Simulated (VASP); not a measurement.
Write an ASE script for VASP 6.6.1 that does the following.

```yaml
Task: relaxation of cell and atoms
Functional: BLYP
Potentials_or_basis: VASP PAW PBE potentials, release 64 (S_h, Mg)
Cutoff: 980 eV
k_mesh: 9 × 9 × 9
Occupations: fermi-dirac, width 0.1 eV
Spin: no spin polarisation
Optimiser: BFGS
Further_INCAR_settings: ALGO = Fast; EDIFF = 1.00e-07
```

Crystal: MgS (Niningerite).

```xyz
2
Lattice="0.0000 2.5303 2.5303 2.5303 0.0000 2.5303 2.5303 2.5303 0.0000" Properties=species:S:1:pos:R:3 pbc="T T T"
S     2.5303    2.5303    2.5303
Mg    0.0000    0.0000    0.0000
```

The cell isn't the ideal one: volume scaled by 0.92.

One way to write it, as run:

run.py

```python
from ase.calculators.vasp import Vasp
from ase.filters import FrechetCellFilter
from ase.optimize import BFGS
from ase.spacegroup import crystal

atoms = crystal(
    ['S', 'Mg'],
    basis=[[0.5, 0.0, 0.0], [0.0, 0.0, 0.0]],
    spacegroup=225,
    setting=1,
    cellpar=[5.06067144, 5.06067144, 5.06067144, 90.0, 90.0, 90.0],
    primitive_cell=True,
)
calc = Vasp(
    directory='calc',
    xc='blyp',
    pp='PBE',
    setups={'base': 'minimal', 'S': '_h'},
    prec='Accurate',
    encut=980,
    ediff=1e-07,
    ismear=-1,
    sigma=0.1,
    lreal=False,
    lasph=True,
    nelm=80,
    algo='Fast',
    isif=2,
    lwave=False,
    lcharg=False,
    kpts=[9, 9, 9],
    gamma=True,
)
atoms.calc = calc
opt = BFGS(FrechetCellFilter(atoms), trajectory='relax.traj')
converged = opt.run(fmax=0.01, steps=40)
print('converged:', converged)

print('energy (eV):', atoms.get_potential_energy())
print('free energy (eV):', atoms.get_potential_energy(force_consistent=True))
print('forces (eV/A):')
print(atoms.get_forces())
print('stress (eV/A^3, Voigt):', atoms.get_stress())
print('Fermi level (eV):', calc.get_fermi_level())
print('cell (A, degrees):', atoms.cell.cellpar())
print('volume (A^3):', atoms.get_volume())
print('scaled positions:')
print(atoms.get_scaled_positions())
```

Potentials or basis: VASP PAW PBE potentials, release 64 (S_h, Mg).

Launch:

```bash
$ python run.py
```

It gave:

```
Relaxed volume                         : 18.46 Å³/atom
Relaxed cell                           : a = 3.737 Å, b = 3.737 Å, c = 3.737 Å, α = 60.00°, β = 60.00°, γ = 60.00°
Space group after relaxing (to 0.05 Å) : Fm-3m (No. 225)
Energy gained by relaxing              : 74.4 meV/atom
Ionic steps                            : 5
Pressure after relaxing                : 0.0 GPa
Band gap on the k mesh                 : 2.85 eV, indirect (least direct gap 3.51 eV)
```

Caveat: the PAW data sets were made with another functional, which shifts forces and pressure a little; an odd mesh through Γ misses points on the zone boundary, where band edges often lie.

Wall time 3.9 min on 1 thread of Intel(R) Xeon(R) 6975P-C (Granite Rapids), with other jobs on the host, peak memory 0.24 GiB.
